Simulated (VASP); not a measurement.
# CaSe (Fm-3m) in VASP: further runs

The runs below take CaSe through relaxation of cell and atoms, with PBEsol.

All numbers are computed with VASP 6.6.1; they aren't measurements. Logs are shortened: lines on timing, memory, paths and dates and some standing lists are left out, and cuts for length are marked.

### 1 Starting point

It takes space group Fm-3m (No. 225, cubic). The conventional cell has a = 5.912 Å, b = 5.912 Å, c = 5.912 Å, α = 90.00°, β = 90.00°, γ = 90.00°. Ca (site symmetry m-3m) has 6 Se at 2.96 Å as nearest neighbours. Around Se (site symmetry m-3m) lie 6 Ca at 2.96 Å.

### 2 Relaxation of cell and atoms, PBEsol

The input, INCAR:

```
SYSTEM = CaSe
ALGO = Normal ; EDIFF = 1E-6
EDIFFG = -0.01 ; ENCUT = 600
GGA = PS ; IBRION = 2
ISIF = 3 ; ISMEAR = 0
KPAR = 4 ; LASPH = .TRUE.
LCHARG = .FALSE. ; LREAL = .FALSE.
LWAVE = .FALSE. ; NELM = 80
NSW = 90 ; PREC = Accurate
SIGMA = 0.03
```

The input, KPOINTS:

```
k-points
0
G
  8 8 8
  0 0 0
```

The input, POSCAR:

```
CaSe
1.0
    0.0000000000      2.9560000000      2.9560000000
    2.9560000000      0.0000000000      2.9560000000
    2.9560000000      2.9560000000      0.0000000000
Ca Se
1 1
Direct
    0.0000000000      0.0000000000      0.0000000000
    0.5000000000      0.5000000000      0.5000000000
```

Potentials or basis: VASP PAW PBE potentials, release 64 (Ca_sv, Se).

Launch:

```
> cat potpaw_PBE.64/Ca_sv/POTCAR potpaw_PBE.64/Se/POTCAR > POTCAR
> mpirun -np 4 vasp_std > vasp.out
```

OUTCAR:

```text
SYSTEM = CaSe
   EDIFF = 1E-6
   EDIFFG = -0.01
   ENCUT = 600
   GGA = PS
   IBRION = 2
   ISIF = 3
   ISMEAR = 0
   LASPH = .TRUE.
   LREAL = .FALSE.
   NELM = 80
   NSW = 90
   PREC = Accurate

 ion  position               nearest neighbor table
   1  0.000  0.000  0.000-   2 2.96   2 2.96   2 2.96   2 2.96   2 2.96   2 2.96
   2  0.500  0.500  0.500-   1 2.96   1 2.96   1 2.96   1 2.96   1 2.96   1 2.96

  LATTYP: Found a face centered cubic cell.
 ALAT       =     5.9120000000

  Lattice vectors:

 A1 = (   0.0000000000,   2.9560000000,   2.9560000000)
 A2 = (   2.9560000000,   0.0000000000,   2.9560000000)
 A3 = (   2.9560000000,   2.9560000000,   0.0000000000)

Analysis of symmetry for initial positions (statically):
=====================================================================
 Subroutine PRICEL returns:
 Original cell was already a primitive cell.

 Routine SETGRP: Setting up the symmetry group for a
 face centered cubic supercell.

 Subroutine GETGRP returns: Found 48 space group operations
 (whereof 48 operations were pure point group operations)
 out of a pool of 48 trial point group operations.

The static configuration has the point symmetry O_h .

Analysis of symmetry for dynamics (positions and initial velocities):
=====================================================================
 Subroutine PRICEL returns:
 Original cell was already a primitive cell.

 Routine SETGRP: Setting up the symmetry group for a
 face centered cubic supercell.

 Subroutine GETGRP returns: Found 48 space group operations
 (whereof 48 operations were pure point group operations)
 out of a pool of 48 trial point group operations.

The dynamic configuration has the point symmetry O_h .

 Subroutine INISYM returns: Found 48 space group operations
 (whereof 48 operations are pure point group operations),
 and found     1 'primitive' translations

----------------------------------------------------------------------------------------

                                     Primitive cell

  volume of cell :      51.6587

  direct lattice vectors                    reciprocal lattice vectors
     0.000000000  2.956000000  2.956000000    -0.169147497  0.169147497  0.169147497
     2.956000000  0.000000000  2.956000000     0.169147497 -0.169147497  0.169147497
     2.956000000  2.956000000  0.000000000     0.169147497  0.169147497 -0.169147497

  length of vectors
     4.180415290  4.180415290  4.180415290     0.292972058  0.292972058  0.292972058

  position of ions in fractional coordinates (direct lattice)
     0.000000000  0.000000000  0.000000000
     0.500000000  0.500000000  0.500000000

  ion indices of the primitive-cell ions
   primitive index   ion index
                 1           1
                 2           2

----------------------------------------------------------------------------------------

 KPOINTS: k-points

Automatic generation of k-mesh.
 Grid dimensions read from file:
 generate k-points for:    8    8    8

 Generating k-lattice:

  Cartesian coordinates                     Fractional coordinates (reciprocal lattice)
    -0.021143437  0.021143437  0.021143437     0.125000000  0.000000000  0.000000000
     0.021143437 -0.021143437  0.021143437     0.000000000  0.125000000  0.000000000
     0.021143437  0.021143437 -0.021143437     0.000000000  0.000000000  0.125000000

  Length of vectors
     0.036621507  0.036621507  0.036621507

  Shift w.r.t. Gamma in fractional coordinates (k-lattice)
     0.000000000  0.000000000  0.000000000

 Subroutine IBZKPT returns following result:
 ===========================================

 Found     29 irreducible k-points:

 Following reciprocal coordinates:
            Coordinates               Weight
  0.000000  0.000000  0.000000      1.000000
  0.125000  0.000000  0.000000      8.000000
  0.250000  0.000000  0.000000      8.000000
  0.375000  0.000000  0.000000      8.000000
  0.500000  0.000000  0.000000      4.000000
  0.125000  0.125000  0.000000      6.000000
[... 16 lines left out ...]
  0.500000  0.250000  0.125000     48.000000
 -0.375000  0.250000  0.125000     24.000000
 [... further k-points ...]
   k-points           NKPTS =     29   k-points in BZ     NKDIM =     29   number of bands    NBANDS=     12
   number of dos      NEDOS =    301   number of ions     NIONS =      2
   total plane-waves  NPLWV =  46656
   dimension x,y,z NGX =    36 NGY =   36 NGZ =   36
   dimension x,y,z NGXF=    72 NGYF=   72 NGZF=   72
   ions per type =               1   1
   NGX,Y,Z   is equivalent  to a cutoff of  14.32, 14.32, 14.32 a.u.
   NGXF,Y,Z  is equivalent  to a cutoff of  28.63, 28.63, 28.63 a.u.
 SYSTEM =  CaSe
   PREC   = accura    normal or accurate (medium, high low for compatibility)
   ISTART =      0    job   : 0-new  1-cont  2-samecut
   ICHARG =      2    charge: 1-file 2-atom 10-const
   ISPIN  =      1    spin polarized calculation?
   LNONCOLLINEAR =      F non collinear calculations
   LSORBIT =      F    spin-orbit coupling
   LASPH  =      T    aspherical Exc in radial PAW
   ENCUT  =  600.0 eV  44.10 Ry    6.64 a.u.   8.35  8.35  8.35*2*pi/ulx,y,z
   NELM   =     80;   NELMIN=  2; NELMDL= -5     # of ELM steps
   EDIFF  = 0.1E-05   stopping-criterion for ELM
   LREAL  =      F    real-space projection
   EDIFFG = -.1E-01   stopping-criterion for IOM
   NSW    =     90    number of steps for IOM
   IBRION =      2    ionic relax: 0-MD 1-quasi-New 2-CG
   NFREE  =      1    steps in history (QN), initial steepest desc. (CG)
   ISIF   =      3    stress and relaxation
   ISYM   =      2    0-nonsym 1-usesym 2-fastsym
   POTIM  = 0.5000    time-step for ionic-motion
   TEBEG  =    0.0;   TEEND  =   0.0 temperature during run
   PSTRESS=    0.0 pullay stress
   NELECT =      16.0000    total number of electrons
   NUPDOWN=      -1.0000    fix difference up-down
   EMIN   =  10.00;   EMAX   =-10.00  energy-range for DOS
   EFERMI =   0.00;   METHOD = LEGACY
   ISMEAR =     0;   SIGMA  =   0.03  broadening in eV -4-tet -1-fermi 0-gaus
   EFERMI_NEDOS =   21; number of points for ismear=-14 and -15
   IALGO  =     38    algorithm
   IMIX   =      4    mixing-type and parameters
     AMIX     =   0.40;   BMIX     =  1.00
     AMIX_MAG =   1.60;   BMIX_MAG =  1.00
  volume/ion in A,a.u.               =      25.83       174.30
  Fermi-wavevector in a.u.,A,eV,Ry     =   1.107645  2.093145 16.692666  1.226876
  Thomas-Fermi vector in A             =   2.244161
   LORBIT       =      0    0 simple, 1 ext, 2 COOP (PROOUT), +10 PAW based schemes
   GGA     = PS    functional components
   LHFCALC =     F    Hartree Fock is set to
   AEXX    =    0.0000 exact exchange contribution
   IVDW    =     0    specifies the selected vdW correction
   LEPSILON=     F    determine dielectric tensor
   LRPA    =     F    only Hartree local field effects (RPA)
 conjugate gradient relaxation of ions
 non-spin polarized calculation
 Gauss-broadening in eV      SIGMA  =   0.03
  energy-cutoff  :      600.00
  volume of cell :       51.66
 maximum number of plane-waves:      1759
 NGX is ok and might be reduce to    36
   NGX = 17   NGY = 17   NGZ = 17

--------------------------------------- Ionic step        1  -------------------------------------------

 number of electron      16.0000001 magnetization

 Free energy of the ion-electron system (eV)
  ---------------------------------------------------
  ext. energy  EPLUGINS =         0.00000000
  ---------------------------------------------------
  free energy    TOTEN  =       -10.07211993 eV

  energy without entropy =      -10.07211993  energy(sigma->0) =      -10.07211993

 E-fermi :   2.5227     XC(G=0):  -9.3340

 val. band max:        2.3538605920   @ k =   0.0000   0.0000   0.0000
 cond. band min:       4.2769180370   @ k =   0.5000   0.5000   0.0000
 fundamental gap:      1.9230574449
 Fermi energy:         2.5226594497

 k-point     1 :       0.0000    0.0000    0.0000
  band No.  band energies     occupation
      1     -37.1809      2.00000
      2     -18.2561      2.00000
      3     -18.2561      2.00000
      4     -18.2561      2.00000
      5      -9.4768      2.00000
      6       2.3539      2.00000
      7       2.3539      2.00000
      8       2.3539      2.00000
      9       5.5450      0.00000
     10       6.0020      0.00000
     11       6.0020      0.00000
     12       6.0020      0.00000

 k-point     2 :       0.1250    0.0000    0.0000
  band No.  band energies     occupation
      1     -37.1799      2.00000
      2     -18.2742      2.00000
      3     -18.2573      2.00000
      4     -18.2573      2.00000
      5      -9.3821      2.00000
      6       1.5621      2.00000
      7       2.1087      2.00000
      8       2.1087      2.00000
      9       5.8688      0.00000
     10       6.2182      0.00000
     11       6.2182      0.00000
     12       6.5773      0.00000
[... 388 lines left out ...]
 POSITION                                       TOTAL-FORCE (eV/Angst)
 -----------------------------------------------------------------------------------
      2.93542      2.93542     -0.00000        -0.000000      0.000000     -0.000000
      2.93542      2.93542      2.93542         0.000000     -0.000000      0.000000
 -----------------------------------------------------------------------------------
    total drift:                                0.000000      0.000000      0.000000

  FREE ENERGIE OF THE ION-ELECTRON SYSTEM (eV)
  ---------------------------------------------------
  free  energy   TOTEN  =       -10.0746380278 eV

  energy  without entropy=      -10.0746380278  energy(sigma->0) =      -10.07463803

--------------------------------------- Ionic step        3  -------------------------------------------

 number of electron      16.0000000 magnetization

 Free energy of the ion-electron system (eV)
  ---------------------------------------------------
  ext. energy  EPLUGINS =         0.00000000
  ---------------------------------------------------
  free energy    TOTEN  =       -10.07471643 eV

  energy without entropy =      -10.07471643  energy(sigma->0) =      -10.07471643

 E-fermi :   2.6921     XC(G=0):  -9.4103

 val. band max:        2.4789113114   @ k =   0.0000   0.0000   0.0000
 cond. band min:       4.3561724773   @ k =   0.5000   0.5000   0.0000
 fundamental gap:      1.8772611659
 Fermi energy:         2.6921039443

 k-point     1 :       0.0000    0.0000    0.0000
  band No.  band energies     occupation
      1     -37.0036      2.00000
      2     -18.0824      2.00000
      3     -18.0824      2.00000
      4     -18.0824      2.00000
      5      -9.4151      2.00000
      6       2.4789      2.00000
      7       2.4789      2.00000
      8       2.4789      2.00000
      9       5.7662      0.00000
     10       6.1176      0.00000
     11       6.1176      0.00000
     12       6.1176      0.00000

 k-point     2 :       0.1250    0.0000    0.0000
  band No.  band energies     occupation
      1     -37.0025      2.00000
      2     -18.1021      2.00000
      3     -18.0837      2.00000
      4     -18.0837      2.00000
      5      -9.3159      2.00000
      6       1.6740      2.00000
      7       2.2242      2.00000
      8       2.2242      2.00000
      9       6.0181      0.00000
     10       6.3393      0.00000
     11       6.3393      0.00000
     12       6.7762      0.00000
[... 352 lines left out ...]
 POSITION                                       TOTAL-FORCE (eV/Angst)
 -----------------------------------------------------------------------------------
      0.00000      0.00000      0.00000         0.000000      0.000000      0.000000
      2.93846      2.93846      2.93846        -0.000000     -0.000000     -0.000000
 -----------------------------------------------------------------------------------
    total drift:                                0.000000      0.000000      0.000000

  FREE ENERGIE OF THE ION-ELECTRON SYSTEM (eV)
  ---------------------------------------------------
  free  energy   TOTEN  =       -10.0747164293 eV

  energy  without entropy=      -10.0747164293  energy(sigma->0) =      -10.07471643

 reached required accuracy - stopping structural energy minimisation
```

Wall time 15 s (4 MPI ranks of AMD EPYC 9R45 (Zen 5), shared host); peak memory 0.19 GiB.

Results:

```yaml
Free_energy: -10.0747 eV
Relaxed_volume: 25.37 Å³/atom
Relaxed_cell: a = 4.156 Å, b = 4.156 Å, c = 4.156 Å, α = 60.00°, β = 60.00°, γ = 60.00°
Space_group_after_relaxing_to_0.05_Å: Fm-3m (No. 225)
Energy_gained_by_relaxing: 1.3 meV/atom
Ionic_steps: 3
Pressure_after_relaxing: 0.0 GPa
Band_gap_on_the_k_mesh: 1.88 eV, indirect (least direct gap 2.84 eV)
```

The path:
| step | energy change (eV) | largest force (eV/Å) | pressure (GPa) | volume (Å³) |
| --- | --- | --- | --- | --- |
| 1 | 0.0000 | 0.0000 | -0.90 | 51.66 |
| 2 | -0.0025 | 0.0000 | 0.16 | 50.59 |
| 3 | -0.0026 | 0.0000 | 0.01 | 50.74 |

Final structure:
```cif
data_structure
_symmetry_space_group_name_H-M 'P 1'
_symmetry_Int_Tables_number 1
_cell_length_a 4.1556
_cell_length_b 4.1556
_cell_length_c 4.1556
_cell_angle_alpha 60.000
_cell_angle_beta 60.000
_cell_angle_gamma 60.000
_cell_volume 50.74
loop_
_atom_site_label
_atom_site_type_symbol
_atom_site_fract_x
_atom_site_fract_y
_atom_site_fract_z
_atom_site_occupancy
Ca1 Ca 0.00000 0.00000 0.00000 1
Se1 Se 0.50000 0.50000 0.50000 1
```

Caveat: the PAW data sets were made with another functional, which shifts forces and pressure a little.

### 3 Relaxation of cell and atoms, PBEsol

This run uses another cell than the first one, of 25.37 Å³/atom, 0.982 times its volume.

INCAR: that of step 2 with these lines changed.

```diff
@@ -1,4 +1,4 @@
 SYSTEM = CaSe
-ALGO = Normal ; EDIFF = 1E-6
-EDIFFG = -0.01 ; ENCUT = 600
+ALGO = Normal ; EDIFF = 1E-7
+EDIFFG = -0.005 ; ENCUT = 600
 GGA = PS ; IBRION = 2
```

KPOINTS is that of step 2.

The input, POSCAR:

```
CaSe                                    
1.0
   -0.0000000000      2.9384610338      2.9384610338
    2.9384610338     -0.0000000000      2.9384610338
    2.9384610338      2.9384610338     -0.0000000000
  Ca              Se            
     1     1
Direct
     0.0000000000000000    0.0000000000000000    0.0000000000000000
     0.5000000000000000    0.5000000000000000    0.5000000000000000
```

Potentials or basis: VASP PAW PBE potentials, release 64 (Ca_sv, Se).

Launch:

```
> cat potpaw_PBE.64/Ca_sv/POTCAR potpaw_PBE.64/Se/POTCAR > POTCAR
> mpirun -np 4 vasp_std > vasp.out
```

Run time: 7.6 s. Hardware: 4 MPI ranks of AMD EPYC 9R45 (Zen 5), shared host; peak memory 0.18 GiB.

Results (log left out):

```
Free energy             : -10.0746 eV
Pressure after relaxing : 0.0 GPa
Band gap on the k mesh  : 1.88 eV, indirect (least direct gap 2.84 eV)
```

Final structure:
```
CELL_PARAMETERS angstrom
0.00000 2.93846 2.93846
2.93846 0.00000 2.93846
2.93846 2.93846 0.00000
ATOMIC_POSITIONS crystal
Ca 0.00000 0.00000 0.00000
Se 0.50000 0.50000 0.50000
```

Levels at points of the mesh, in eV from the valence-band top:
```tsv
k point	band 6	band 7	band 8	band 9	band 10	band 11
(0.00, 0.00, 0.00)	0.00	0.00	0.00	3.29	3.64	3.64
(0.50, 0.00, 0.00)	-3.41	-1.26	-1.26	4.41	5.50	5.53
(0.50, 0.50, 0.00)	-2.61	-0.97	-0.97	1.88	5.02	5.07
```

Caveat: the relaxation stopped at its first step, so nothing moved; the PAW data sets were made with another functional, which shifts forces and pressure a little. PBEsol gaps usually lie below the measured ones, often by a third to a half.
